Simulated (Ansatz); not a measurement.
Input, command and steps of an Ansatz relaxation.

```yaml
crystal:
  lattice:
    - [6.558081161, 5.6794648854, 0.0]
    - [1.6395202902, -8.5191973282, 0.0]
    - [0.0, 0.0, -12.7928249833]
  atoms:
    - { symbol: W, position: [0.5157518405, 0.9025154156, 0.7404747415] }
    - { symbol: W, position: [0.3867635751, 0.4842481595, 0.7404747415] }
    - { symbol: W, position: [0.2285872009, 0.0463057651, 0.754423537], spin: 0.143 }
    - { symbol: W, position: [0.8177185642, 0.7714127991, 0.754423537], spin: 0.143 }
    - { symbol: W, position: [0.6666666667, 0.3333333333, 0.7460660484] }
    - { symbol: W, position: [0.0974845844, 0.6132364249, 0.7404747415] }
    - { symbol: W, position: [0.9536942349, 0.1822814358, 0.754423537], spin: 0.143 }
    - { symbol: W, position: [0.3333333333, 0.6666666667, 0.2463989938] }
    - { symbol: W, position: [0.1913351976, 0.2395866402, 0.245587803] }
    - { symbol: W, position: [0.0482514426, 0.8086648024, 0.245587803] }
    - { symbol: W, position: [0.6188794385, 0.5227470925, 0.2438382495] }
    - { symbol: W, position: [0.4772529075, 0.0961323459, 0.2438382495] }
    - { symbol: W, position: [0.9038676541, 0.3811205615, 0.2438382495] }
    - { symbol: W, position: [0.7604133598, 0.9517485574, 0.245587803] }
    - { symbol: Se, position: [0.3333333333, 0.6666666667, 0.6066043795] }
    - { symbol: Se, position: [0.1878852383, 0.2345204704, 0.61781369] }
    - { symbol: Se, position: [0.0466352322, 0.8121147617, 0.61781369] }
    - { symbol: Se, position: [0.6300364663, 0.532642639, 0.6157593114] }
    - { symbol: Se, position: [0.467357361, 0.0973938273, 0.6157593114] }
    - { symbol: Se, position: [0.9026061727, 0.3699635337, 0.6157593114] }
    - { symbol: Se, position: [0.7654795296, 0.9533647678, 0.61781369] }
    - { symbol: Se, position: [0.5221147838, 0.9033693052, 0.1137903095] }
    - { symbol: Se, position: [0.3812545214, 0.4778852162, 0.1137903095] }
    - { symbol: Se, position: [0.2322268352, 0.0470599662, 0.1120973901] }
    - { symbol: Se, position: [0.8148331309, 0.7677731648, 0.1120973901] }
    - { symbol: Se, position: [0.6666666667, 0.3333333333, 0.1117502697] }
    - { symbol: Se, position: [0.0966306948, 0.6187454786, 0.1137903095] }
    - { symbol: Se, position: [0.9529400338, 0.1851668691, 0.1120973901] }
    - { symbol: Se, position: [0.3333333333, 0.6666666667, 0.8736573517] }
    - { symbol: Se, position: [0.225963496, 0.2764560058, 0.8887267273], spin: 0.143 }
    - { symbol: Se, position: [0.0504925098, 0.774036504, 0.8887267273], spin: 0.143 }
    - { symbol: Se, position: [0.6226487654, 0.5261236855, 0.8778312951] }
    - { symbol: Se, position: [0.4738763145, 0.0965250799, 0.8778312951] }
    - { symbol: Se, position: [0.9034749201, 0.3773512346, 0.8778312951] }
    - { symbol: Se, position: [0.7235439942, 0.9495074902, 0.8887267273], spin: 0.143 }
    - { symbol: Se, position: [0.5236057829, 0.9067894042, 0.3773791609] }
    - { symbol: Se, position: [0.3831836213, 0.4763942171, 0.3773791609] }
    - { symbol: Se, position: [0.2389195177, 0.0481528743, 0.3762002473] }
    - { symbol: Se, position: [0.8092333566, 0.7610804823, 0.3762002473] }
    - { symbol: Se, position: [0.6666666667, 0.3333333333, 0.3762343796] }
    - { symbol: Se, position: [0.0932105958, 0.6168163787, 0.3773791609] }
    - { symbol: Se, position: [0.9518471257, 0.1907666434, 0.3762002473] }
    - { symbol: W, position: [0.0, 0.0, 0.9552134977], spin: 0.143 }
  host:
    lattice:
      - [3.2790405805, 0.0, 0.0]
      - [-1.6395202902, 2.8397324427, 0.0]
      - [0.0, 0.0, 12.7928249833]
    atoms:
      - { symbol: W, position: [0.6666666667, 0.3333333333, 0.2500159354] }
      - { symbol: W, position: [0.3333333333, 0.6666666667, 0.7499840646] }
      - { symbol: Se, position: [0.3333333333, 0.6666666667, 0.3816758324] }
      - { symbol: Se, position: [0.6666666667, 0.3333333333, 0.8816435266] }
      - { symbol: Se, position: [0.3333333333, 0.6666666667, 0.1183564734] }
      - { symbol: Se, position: [0.6666666667, 0.3333333333, 0.6183241676] }
total_charge: 3
basis:
  ecutwfc: 420
  xc_grid: 2
kpoints:
  mp_grid: { grid: [2, 2, 2], shift: [0.0, 0.0, 0.0] }
hamiltonian:
  xc: pbe
  dispersion: d3bj
scf:
  occupations: { method: gaussian, width: 0.01 }
output:
  forces: true
  stress: false
  eigenvalues: true
  populations: true
  charged_corrections:
    defect_position: [0.0, 0.0, 0.80769231]
    epsilon: [[15.7569, 0.0, 0.0], [0.0, 15.7569, 0.0], [0.0, 0.0, 8.2207]]
magnetization:
  spin_polarized: true
relax:
  adjacent_minimum: "off"
  f_tol: 0.025
  max_steps: 45
```

```bash
ansatz run input.yaml --threads 4 --pin off --max-ram 10240MiB --backend cpu --events-out ev --progress --plain --runs-dir out
```

These are results of Ansatz, DFT PBE+D3(BJ), scalar-relativistic, plane waves, PAW, not measurements.

The cell holds a point defect: W interstitial, charge +3.

Of 7 frames 4 are shown, positions in Å and forces in eV/Å; the SCF threshold varies from step to step.

```xyz
43
Lattice="6.5581 5.6795 0.0000 1.6395 -8.5192 0.0000 0.0000 0.0000 -12.7928" Properties=species:S:1:pos:R:3:forces:R:3 pbc="T T T" step=1 free_energy_over_end_meV_per_atom=21.10
W     4.8620   -4.7595   -9.4728    0.0099   -0.0996   -0.1791
W     3.3304   -1.9288   -9.4728    0.0813    0.0584   -0.1791
W     1.5750    0.9038   -9.6512    0.1764    0.2334   -0.0363
W     6.6274   -1.9276   -9.6512   -0.2903    0.0361   -0.0363
W     4.9186    0.9466   -9.5443    0.0000    0.0000   -0.0745
W     1.6447   -4.6706   -9.4728   -0.0912    0.0412   -0.1791
W     6.5533    3.8636   -9.6512    0.1139   -0.2695   -0.0363
W     3.2790   -3.7863   -3.1521    0.0000    0.0000    0.0963
W     1.6476   -0.9544   -3.1418    0.0305   -0.0082    0.0226
W     1.6423   -6.6151   -3.1418   -0.0082    0.0305    0.0226
W     4.9157   -0.9385   -3.1194   -0.0321    0.0221    0.0419
W     3.2875    1.8916   -3.1194    0.0352    0.0168    0.0419
W     6.5525    1.8866   -3.1194   -0.0030   -0.0388    0.0419
W     6.5473   -3.7894   -3.1418   -0.0223   -0.0223    0.0226
Se    3.2790   -3.7863   -7.7602    0.0000    0.0000    0.0750
Se    1.6167   -0.9308   -7.9036   -0.0403    0.0021    0.0419
Se    1.6373   -6.6537   -7.9036    0.0183   -0.0360    0.0419
Se    5.0051   -0.9594   -7.8773    0.0202   -0.0158    0.0292
Se    3.2246    1.8246   -7.8773   -0.0238   -0.0096    0.0292
Se    6.5259    1.9745   -7.8773    0.0036    0.0254    0.0292
Se    6.5831   -3.7744   -7.9036    0.0220    0.0339    0.0419
Se    4.9052   -4.7306   -1.4557   -0.0031    0.0102   -0.0651
Se    3.2838   -1.9059   -1.4557   -0.0073   -0.0078   -0.0651
Se    1.6001    0.9180   -1.4340   -0.0167    0.0142    0.0167
Se    6.6025   -1.9130   -1.4340   -0.0040   -0.0216    0.0167
Se    4.9186    0.9466   -1.4296    0.0000    0.0000   -0.0438
Se    1.6482   -4.7224   -1.4557    0.0104   -0.0024   -0.0651
Se    6.5530    3.8347   -1.4340    0.0207    0.0074    0.0167
Se    3.2790   -3.7863  -11.1765    0.0000    0.0000   -0.0137
Se    1.9351   -1.0718  -11.3693    0.0316   -0.1595    0.2759
Se    1.6002   -6.3074  -11.3693    0.1224    0.1071    0.2759
Se    4.9460   -0.9458  -11.2299   -0.0092   -0.0268    0.0190
Se    3.2660    1.8690  -11.2299   -0.0186    0.0214    0.0190
Se    6.5437    1.9165  -11.2299    0.0279    0.0054    0.0190
Se    6.3018   -3.9797  -11.3693   -0.1540    0.0524    0.2759
Se    4.9205   -4.7513   -4.8277    0.0067   -0.0072   -0.0041
Se    3.2940   -1.8822   -4.8277    0.0029    0.0094   -0.0041
Se    1.6458    0.9467   -4.8127    0.0027   -0.0129    0.0016
Se    6.5548   -1.8878   -4.8127    0.0098    0.0088    0.0016
Se    4.9186    0.9466   -4.8131    0.0000    0.0000    0.0120
Se    1.6226   -4.7254   -4.8277   -0.0096   -0.0022   -0.0041
Se    6.5551    3.7808   -4.8127   -0.0125    0.0041    0.0016
W     0.0000    0.0000  -12.2199    0.0000    0.0000   -0.5437
43
Lattice="6.5581 5.6795 0.0000 1.6395 -8.5192 0.0000 0.0000 0.0000 -12.7928" Properties=species:S:1:pos:R:3:forces:R:3 pbc="T T T" step=3 free_energy_over_end_meV_per_atom=16.14
W     4.8519   -4.7968   -9.4702    0.0738    0.0978    0.1171
W     3.3677   -1.9189   -9.4702   -0.1216    0.0150    0.1171
W     1.6804    0.9726   -9.6132   -0.3709   -0.5791    0.1771
W     6.5151   -1.8708   -9.6132    0.6870   -0.0316    0.1771
W     4.9186    0.9466   -9.5420    0.0000    0.0000    0.1022
W     1.6175   -4.6432   -9.4702    0.0478   -0.1128    0.1171
W     6.5602    3.7379   -9.6132   -0.3161    0.6107    0.1771
W     3.2790   -3.7863   -3.1634    0.0000    0.0000   -0.1625
W     1.6553   -0.9543   -3.1606   -0.0481   -0.0228   -0.0941
W     1.6383   -6.6085   -3.1606    0.0438   -0.0302   -0.0941
W     4.9006   -0.9334   -3.1337    0.0931   -0.0884   -0.0497
W     3.2995    1.9022   -3.1337   -0.1230   -0.0364   -0.0497
W     6.5557    1.8710   -3.1337    0.0300    0.1248   -0.0497
W     6.5435   -3.7961   -3.1606    0.0043    0.0531   -0.0941
Se    3.2790   -3.7863   -7.7511    0.0000    0.0000   -0.1433
Se    1.6173   -0.9316   -7.9103    0.0738   -0.0383   -0.0098
Se    1.6377   -6.6528   -7.9103   -0.0038    0.0830   -0.0098
Se    4.9782   -0.9323   -7.8190    0.0425   -0.1000   -0.1630
Se    3.2616    1.8344   -7.8190   -0.1078    0.0132   -0.1630
Se    6.5159    1.9376   -7.8190    0.0654    0.0868   -0.1630
Se    6.5822   -3.7745   -7.9103   -0.0700   -0.0448   -0.0098
Se    4.9063   -4.7216   -1.4786    0.0429   -0.0145    0.1722
Se    3.2754   -1.9094   -1.4786   -0.0089    0.0444    0.1722
Se    1.6095    0.9350   -1.4649   -0.0156   -0.0697    0.0626
Se    6.5831   -1.9134   -1.4649    0.0682    0.0213    0.0626
Se    4.9186    0.9466   -1.4495    0.0000    0.0000    0.0968
Se    1.6554   -4.7279   -1.4786   -0.0340   -0.0299    0.1722
Se    6.5631    3.8181   -1.4649   -0.0526    0.0483    0.0626
Se    3.2790   -3.7863  -11.1723    0.0000    0.0000   -0.0045
Se    1.8552   -1.1039  -11.2578   -0.3363    0.2879    0.1980
Se    1.6679   -6.3606  -11.2578   -0.0812   -0.4352    0.1980
Se    4.9043   -0.9242  -11.2562    0.0626   -0.0088   -0.0031
Se    3.3056    1.8943  -11.2562   -0.0389   -0.0498   -0.0031
Se    6.5458    1.8696  -11.2562   -0.0237    0.0586   -0.0031
Se    6.3140   -3.8944  -11.2578    0.4175    0.1473    0.1980
Se    4.9202   -4.7482   -4.8477    0.0066    0.0156    0.0175
Se    3.2914   -1.8840   -4.8477   -0.0168   -0.0021    0.0175
Se    1.6508    0.9499   -4.8242   -0.0195    0.0181   -0.0161
Se    6.5496   -1.8851   -4.8242   -0.0060   -0.0259   -0.0161
Se    4.9186    0.9466   -4.8267    0.0000    0.0000   -0.0044
Se    1.6254   -4.7267   -4.8477    0.0102   -0.0135    0.0175
Se    6.5553    3.7749   -4.8242    0.0254    0.0078   -0.0161
W     0.0000    0.0000  -12.3682    0.0000    0.0000   -1.1108
43
Lattice="6.5581 5.6795 0.0000 1.6395 -8.5192 0.0000 0.0000 0.0000 -12.7928" Properties=species:S:1:pos:R:3:forces:R:3 pbc="T T T" step=5 free_energy_over_end_meV_per_atom=1.13
W     4.8903   -4.7404   -9.4732   -0.0557   -0.0985    0.0002
W     3.2997   -1.9138   -9.4732    0.1132    0.0010    0.0002
W     1.6363    0.9331   -9.4356    0.2693    0.3417   -0.1986
W     6.5713   -1.8892   -9.4356   -0.4306    0.0624   -0.1986
W     4.9186    0.9466   -9.4727    0.0000    0.0000   -0.1163
W     1.6471   -4.7047   -9.4732   -0.0575    0.0975    0.0002
W     6.5480    3.7958   -9.4356    0.1613   -0.4041   -0.1986
W     3.2790   -3.7863   -3.2103    0.0000    0.0000    0.1772
W     1.6548   -0.9710   -3.2404    0.1076    0.0277    0.1014
W     1.6530   -6.6006   -3.2404   -0.0778    0.0793    0.1014
W     4.8825   -0.9305   -3.2054   -0.0254    0.0606    0.0843
W     3.3110    1.9163   -3.2054    0.0652   -0.0083    0.0843
W     6.5622    1.8539   -3.2054   -0.0398   -0.0523    0.0843
W     6.5293   -3.7873   -3.2404   -0.0298   -0.1070    0.1014
Se    3.2790   -3.7863   -7.7728    0.0000    0.0000   -0.0629
Se    1.6572   -0.9617   -7.7689   -0.0558   -0.0195    0.0173
Se    1.6438   -6.6032   -7.7689    0.0448   -0.0385    0.0173
Se    4.9236   -0.9489   -7.7916   -0.0414    0.0303    0.1584
Se    3.2745    1.8900   -7.7916    0.0469    0.0207    0.1584
Se    6.5576    1.8987   -7.7916   -0.0056   -0.0510    0.1584
Se    6.5362   -3.7941   -7.7689    0.0110    0.0580    0.0173
Se    4.9174   -4.7151   -1.5082    0.0295    0.0059   -0.1270
Se    3.2643   -1.9030   -1.5082   -0.0198    0.0226   -0.1270
Se    1.6647    0.9434   -1.5763    0.0868    0.0934   -0.0334
Se    6.5482   -1.8697   -1.5763   -0.1243    0.0285   -0.0334
Se    4.9186    0.9466   -1.4963    0.0000    0.0000   -0.1023
Se    1.6555   -4.7408   -1.5082   -0.0097   -0.0285   -0.1270
Se    6.5427    3.7661   -1.5763    0.0375   -0.1219   -0.0334
Se    3.2790   -3.7863  -11.1755    0.0000    0.0000   -0.0060
Se    1.6590   -0.9597  -11.1241    0.1429   -0.1433    0.2011
Se    1.6412   -6.6026  -11.1241    0.0526    0.1954    0.2011
Se    4.9389   -0.9489  -11.1489    0.0546   -0.0054   -0.0151
Se    3.2668    1.8767  -11.1489   -0.0320   -0.0446   -0.0151
Se    6.5499    1.9120  -11.1489   -0.0226    0.0500   -0.0151
Se    6.5369   -3.7966  -11.1241   -0.1956   -0.0521    0.2011
Se    4.9116   -4.7395   -4.9070   -0.0269    0.0413   -0.0351
Se    3.2883   -1.8959   -4.9070   -0.0223   -0.0439   -0.0351
Se    1.6606    0.9489   -4.8946    0.0137   -0.0158   -0.0479
Se    6.5456   -1.8760   -4.8946    0.0068    0.0198   -0.0479
Se    4.9186    0.9466   -4.8977    0.0000    0.0000   -0.0202
Se    1.6373   -4.7235   -4.9070    0.0492    0.0026   -0.0351
Se    6.5495    3.7669   -4.8946   -0.0205   -0.0040   -0.0479
W     0.0000    0.0000  -12.7342    0.0000    0.0000   -0.1869
43
Lattice="6.5581 5.6795 0.0000 1.6395 -8.5192 0.0000 0.0000 0.0000 -12.7928" Properties=species:S:1:pos:R:3:forces:R:3 pbc="T T T" step=7 free_energy_over_end_meV_per_atom=0.00
W     4.8827   -4.7579   -9.4709   -0.0012    0.0004    0.0000
W     3.3186   -1.9117   -9.4709    0.0002   -0.0012    0.0000
W     1.6646    0.9537   -9.4448    0.0020    0.0010   -0.0016
W     6.5393   -1.8750   -9.4448   -0.0018    0.0012   -0.0016
W     4.9186    0.9466   -9.4770    0.0000    0.0000    0.0000
W     1.6358   -4.6893   -9.4709    0.0009    0.0008    0.0000
W     6.5517    3.7610   -9.4448   -0.0002   -0.0022   -0.0016
W     3.2790   -3.7863   -3.2012    0.0000    0.0000   -0.0014
W     1.6584   -0.9650   -3.2334    0.0005    0.0010   -0.0022
W     1.6460   -6.6005   -3.2334   -0.0011    0.0000   -0.0022
W     4.8789   -0.9280   -3.2077    0.0010    0.0003    0.0006
W     3.3150    1.9182   -3.2077   -0.0003   -0.0010    0.0006
W     6.5618    1.8495   -3.2077   -0.0007    0.0007    0.0006
W     6.5327   -3.7934   -3.2334    0.0006   -0.0009   -0.0022
Se    3.2790   -3.7863   -7.7762    0.0000    0.0000   -0.0001
Se    1.6527   -0.9604   -7.7852   -0.0009   -0.0009    0.0017
Se    1.6449   -6.6077   -7.7852    0.0012   -0.0003    0.0017
Se    4.9163   -0.9392   -7.7725   -0.0016    0.0008   -0.0004
Se    3.2866    1.8914   -7.7725    0.0015    0.0010   -0.0004
Se    6.5528    1.8875   -7.7725    0.0001   -0.0018   -0.0004
Se    6.5395   -3.7908   -7.7852   -0.0003    0.0012    0.0017
Se    4.9222   -4.7169   -1.5122    0.0003   -0.0002    0.0016
Se    3.2634   -1.8980   -1.5122    0.0000    0.0004    0.0016
Se    1.6698    0.9581   -1.5714   -0.0013   -0.0010   -0.0024
Se    6.5330   -1.8727   -1.5714    0.0016   -0.0006   -0.0024
Se    4.9186    0.9466   -1.5048    0.0000    0.0000    0.0021
Se    1.6515   -4.7440   -1.5122   -0.0004   -0.0002    0.0016
Se    6.5529    3.7544   -1.5714   -0.0003    0.0017   -0.0024
Se    3.2790   -3.7863  -11.1737    0.0000    0.0000   -0.0019
Se    1.6646   -0.9669  -11.1071   -0.0017    0.0012    0.0035
Se    1.6446   -6.5942  -11.1071   -0.0002   -0.0020    0.0035
Se    4.9345   -0.9417  -11.1661   -0.0006   -0.0011   -0.0004
Se    3.2754    1.8769  -11.1661   -0.0007    0.0011   -0.0004
Se    6.5459    1.9045  -11.1661    0.0012    0.0000   -0.0004
Se    6.5279   -3.7978  -11.1071    0.0019    0.0009    0.0035
Se    4.9108   -4.7311   -4.9058   -0.0004   -0.0011    0.0001
Se    3.2813   -1.9007   -4.9058    0.0012    0.0002    0.0001
Se    1.6580    0.9507   -4.8932    0.0006    0.0004   -0.0001
Se    6.5452   -1.8792   -4.8932   -0.0006    0.0003   -0.0001
Se    4.9186    0.9466   -4.9025    0.0000    0.0000    0.0003
Se    1.6449   -4.7271   -4.9058   -0.0007    0.0009    0.0001
Se    6.5524    3.7682   -4.8932    0.0001   -0.0007   -0.0001
W     0.0000    0.0000  -12.7357    0.0000    0.0000    0.0001
```

It took 8.6 min on 4 threads of AMD EPYC 7B13 (Zen 3), on a shared host, peak memory 6.1 GiB.

Spin-orbit coupling is left out, which matters for the bands of heavy elements. An atom lies near a switch of its D3 coefficient C6 between reference coordination numbers, so the dispersion energy changes steeply there and can make or shift the minimum.